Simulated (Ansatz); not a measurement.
AlAs (F-43m): G0W0 and the choice of datasets

```
Al As
1.0
     0.00000    2.83050    2.83050
     2.83050    0.00000    2.83050
     2.83050    2.83050    0.00000
Al As
1 1
Direct
  0.00000 0.00000 0.00000
  0.25000 0.25000 0.25000
```

Held fixed (Ansatz):

```yaml
orbitals: PBE
k_mesh: 6×6×6
empty_bands: 453
response_cutoff: 180 eV
frequencies: plasmon pole, fitted at the program's default frequency
q_→_0_term: analytic weight of Carrier, Rohra and Görling
points_solved: Γ, L, X
band_sums: cut at the band count
spin-orbit_coupling: off
```

The gap is read from Γ to X, linearised, between the Kohn-Sham band edges among the points solved. The direct gap is read between the top filled and lowest empty Kohn-Sham band at Γ. ε∞ is the electronic dielectric constant on this mesh.

```
      datasets, wave cutoff  KS gap (eV)  G0W0 gap (eV)  direct at Γ (eV)    ε∞
           hard PAW, 700 eV         1.44           2.14              3.01  10.2
      hand-made PAW, 900 eV         1.44           2.13              3.02  10.2
soft PAW (1st gen.), 420 eV         1.44           2.11              3.05  10.1
norm-conserving, 1142.88 eV         1.44           2.57              3.05  10.1
```

Farthest from hard PAW, 700 eV in the G0W0 gap: norm-conserving, 1142.88 eV (+0.42 eV). The nearest differs by 0.013 eV.

Soft PAW datasets can miss an all-electron G0W0 gap by more than 5 %. With norm-conserving pseudopotentials the core–valence exchange is only approximate, which can shift gaps by tenths of an eV and RPA lattice constants by most of a per cent. Band sums or response are cut, so the gap isn't at its basis limit. The gap is read among the points solved; the crystal's band edges can lie elsewhere. Meshes this coarse can overestimate the dielectric constant by a tenth and more.
